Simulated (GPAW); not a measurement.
Runs of GPAW 26.7.0 on SiC. Symmetry: P6_3mc, No. 186, hexagonal system. The conventional cell has a = 3.076 Å, b = 3.076 Å, c = 10.071 Å, α = 90.00°, β = 90.00°, γ = 120.00°. Si (site symmetry 3m) has 4 C at 1.88 to 1.89 Å as nearest neighbours. Si (site symmetry 3m) has 4 C at 1.88 to 1.89 Å as nearest neighbours. C (site symmetry 3m) has 4 Si at 1.88 to 1.89 Å as nearest neighbours. C (site symmetry 3m) is surrounded by 4 Si at 1.88 to 1.89 Å. The cell is a database's computed one.

```tsv
task	level	potentials or basis	cell	optimizer	fmax	max steps	older calculator (legacy_gpaw)	band path	gap on the mesh (eV)	pressure (GPa)	relaxed volume (Å³/atom)	largest force (eV/Å)
relaxation of cell and atoms	LDA	the program's PAW data sets (release 1.2.1) made for this functional, pw	relaxed	LBFGS	0.02 eV/Å	100	-	-	2.18	0.0	10.19	0.01
band structure	optB88-vdW	GPAW PAW data sets (gpaw-data 1.2.1), pw	as given	-	-	-	yes	GMKGALHA,LM,KH	(b)	-	-	0.02
relaxation of cell and atoms	RPBE+D4	the program's PAW data sets (release 1.2.1) made for this functional, pw	relaxed to 2 GPa	BFGS	0.05 eV/Å	40	-	-	2.23	2.0	-	0.02
relaxation of cell and atoms	revPBE+D3	the program's PAW data sets (release 1.2.1) made for this functional, pw	relaxed	BFGS	0.05 eV/Å	100	-	-	2.23	0.1	10.48	0.05
band structure	vdW-DF2	GPAW PAW data sets (gpaw-data 1.2.1), pw	as given	-	-	-	-	GMKGALHA,LM,KH	(a)	-	-	0.03
```

Alike in all rows: no spin polarisation; k mesh 6 × 6 × 2; cutoff (eV) 800; smearing fermi-dirac 0.05 eV.

Question: Fill in the values left out.

Answer: (a) 2.73; (b) 2.39.

Caveats: later steps reuse the first step's grids (some runs); the PAW data sets were made with another functional, which shifts forces and pressure a little (some runs); with rounded positions the older calculator's symmetry can spoil forces and stress (some runs).

A k mesh can miss the band edges.

Runs at the PBE level aren't shown here.
